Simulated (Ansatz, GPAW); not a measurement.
This is a calculation of MnS for Ansatz 0.2.0. 

The input input.yaml:

```yaml
crystal:
  lattice:
    - [0.0, 2.6045, 2.6045]
    - [2.6045, 0.0, 2.6045]
    - [2.6045, 2.6045, 0.0]
  atoms:
    - { symbol: Mn, position: [0.0, 0.0, 0.0], spin: 4.0 }
    - { symbol: S, position: [0.5, 0.5, 0.5] }
kpoints:
  mp_grid: { grid: [9, 9, 9] }
scf:
  occupations: { method: gaussian, width: 0.1 }
hamiltonian:
  xc: pbesol
  pseudopotentials: { kind: all_electron, lapw: { basis_error: 0.001 } }
magnetization:
  spin_polarized: true
output:
  forces: true
  stress: true
  eigenvalues: true
```

Potentials or basis: all-electron LAPW, scalar-relativistic.

Run with:

```bash
$ ansatz run input.yaml --threads 2 --pin off --max-ram 6144MiB --backend cpu --events-out ev --progress --plain --runs-dir out
```

Task: Set up the same calculation for GPAW 26.7.0 (ASE script). Potentials or basis there: PAW data sets generated for this functional, cutoff 600 eV.

Result: As run (cutoffs and basis follow the program's own potentials, and thresholds, step limits or extra output files can differ):

File run.py:

```python
from ase import Atoms
from ase.dft.bandgap import bandgap
from ase.io import write
from ase.units import Bohr, GPa
from gpaw import GPAW, PW, setup_paths
from gpaw.elf import elf_from_dft_calculation

setup_paths.insert(0, '.')

atoms = Atoms(['Mn', 'S'],
              cell=[[0.0, 2.6045, 2.6045],
                    [2.6045, 0.0, 2.6045],
                    [2.6045, 2.6045, 0.0]],
              scaled_positions=[[0.0, 0.0, 0.0],
                                [0.5, 0.5, 0.5]],
              pbc=True)
atoms.set_initial_magnetic_moments([4.0, 0.0])

calc = GPAW(mode=PW(600),
            xc='PBEsol',
            kpts={'size': (9, 9, 9), 'gamma': True},
            occupations={'name': 'methfessel-paxton', 'order': 0, 'width': 0.1},
            nbands=21,
            convergence={'density': 1e-05, 'energy': 1e-05},
            maxiter=150,
            txt='gpaw.txt')
atoms.calc = calc
energy = atoms.get_potential_energy()
forces = atoms.get_forces()
stress = atoms.get_stress()
calc.write('gs.gpw')
write('result.traj', atoms)
print(f'Energy: {energy:.6f} eV')
print('Forces (eV/A):')
print(forces.round(4))
print('Stress (GPa):', (stress / GPa).round(3))
print('Moments:', calc.get_magnetic_moments().round(3))
print('Fermi level:', round(calc.get_fermi_level(), 4), 'eV')
print(f'Gap: {bandgap(calc)[0]:.4f} eV, direct: {bandgap(calc, direct=True)[0]:.4f} eV')

# fields on the real-space grid
write('density.cube', atoms, data=calc.get_pseudo_density() * Bohr**3)
write('potential.cube', atoms, data=calc.get_electrostatic_potential())
write('spin.cube', atoms, data=(calc.get_pseudo_density(spin=0) - calc.get_pseudo_density(spin=1)) * Bohr**3)
write('elf.cube', atoms, data=elf_from_dft_calculation(calc).data)
```

Potentials or basis: PAW data sets generated in the run's folder for this functional, pw.

Run with:

```bash
$ gpaw-setup -f PBEsol Mn S
$ OMP_NUM_THREADS=1 python run.py
```

Both were run:

|  | Ansatz | GPAW |
| --- | --- | --- |
| Pressure | -7.2 GPa | -7.2 GPa |
| Net moment | 4.69 μB per cell | 4.66 μB per cell |

Where Ansatz's input types no cutoff or centring, it takes its own default and a Γ-centred mesh.

The magnetic state is the one that the start led to; the real crystal's order can differ.

Pressure is positive in compression.
